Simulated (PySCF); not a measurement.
## How the method moves the HOMO and LUMO of `Nc1ccccc1`

Species: C6H7N.
Z-matrix (Å and degrees, PBE0-D3(BJ)/def2-SVP geometry), rows numbered from 1:
```
N 
C   1  1.3807
C   2  1.4058  1  120.95
C   3  1.3908  2  120.69  1  -177.68
C   4  1.3947  3  120.88  2    -0.02
C   5  1.3947  4  118.74  3    -0.01
C   6  1.3908  5  120.84  4     0.01
H   1  1.0112  2  116.43  3  -160.05
H   1  1.0112  2  116.42  3   -22.41
H   3  1.0937  2  119.30  1     2.09
H   4  1.0931  3  119.13  2  -179.93
H   5  1.0917  4  120.63  3  -179.93
H   6  1.0932  5  120.01  4  -179.89
H   7  1.0937  2  119.30  1    -2.10
```

Basis pcSseg-1 throughout (PySCF), one geometry. Isolated species at its PBE0-D3(BJ)/def2-SVP geometry, gas phase.

Question: How do the orbital energies, the gap and the dipole change with the method?

Answer: 
```tsv
method	kind	HOMO (eV)	LUMO (eV)	gap (eV)	μ (D)	SCF cycles
B97-D	GGA	-4.80	-0.79	4.00	1.91	15
PBE	GGA	-4.85	-0.90	3.95	1.95	14
BP86	GGA	-4.96	-1.00	3.96	1.95	14
B97-2	global hybrid	-5.65	-0.05	5.60	1.82	12
B3LYP	global hybrid	-5.66	-0.19	5.47	1.83	13
PBE0	global hybrid	-5.88	-0.02	5.86	1.83	12
CAM-B3LYP	range-separated hybrid	-7.06	1.09	8.15	1.77	12
HF	Hartree–Fock	-7.92	3.56	11.48	1.60	12
```

The HOMO spans 3.13 eV, from B97-D down to HF, and the gap runs from 3.95 eV (PBE) to 11.48 eV (HF). Over the methods B97-D (0 %), PBE (0 %), BP86 (0 %), B97-2 (21 %), B3LYP (20 %), PBE0 (25 %), HF (100 %), a straight line through the gap against the share of exact exchange rises by 0.75 eV for each 10 % (correlation coefficient 1.000). The dipole ranges from 1.60 D (HF) to 1.95 D (PBE). This basis has no diffuse functions.

The vertical ΔSCF ionisation energy at CAM-B3LYP/def2-SVPD is 7.87 eV; −ε(HOMO) comes closest to it with HF (7.92 eV).
